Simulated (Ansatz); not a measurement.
La2O3:

```
CELL_PARAMETERS angstrom
6.37027 0.00000 0.00000
-3.18514 5.51682 0.00000
0.00000 0.00000 3.28989
ATOMIC_POSITIONS crystal
La 0.66667 0.33333 0.49810
La 0.33333 0.66667 0.50190
O 0.50461 0.00000 0.00000
O 0.00000 0.50461 0.00000
O 0.49539 0.49539 0.00000
```

The cell comes from a database or a generator and needn't be the stable form of this composition.

Base run:

| Item | Value |
| --- | --- |
| Program | Ansatz 0.2.0 |
| Functional | LDA |
| Potentials or basis | Ansatz PAW |
| Cutoff | 420 eV (not typed: the program's choice for these potentials) |
| k mesh | 5 × 5 × 8 |
| Occupations | fermi-dirac, width 0.05 eV |
| Spin | no spin polarisation |

Its results: band gap on the k mesh 1.50 eV, indirect (least direct gap 1.94 eV); pressure -5.2 GPa; largest force 0.051 eV/Å.

Problem. The run is repeated on the same cell with these changes: functional from LDA to PBE. What comes out?

Solution. Band gap on the k mesh 1.63 eV, indirect (least direct gap 2.08 eV); pressure -0.1 GPa; largest force 0.036 eV/Å.

PBE binds less tightly than LDA, so the same cell stands under more pressure.

Caveats: spin-orbit coupling is left out, which moves the levels of the heavy elements; the PAW data sets come from PBE, with cores solved anew for the run's functional, which leaves a small shift of forces and pressure (some runs).
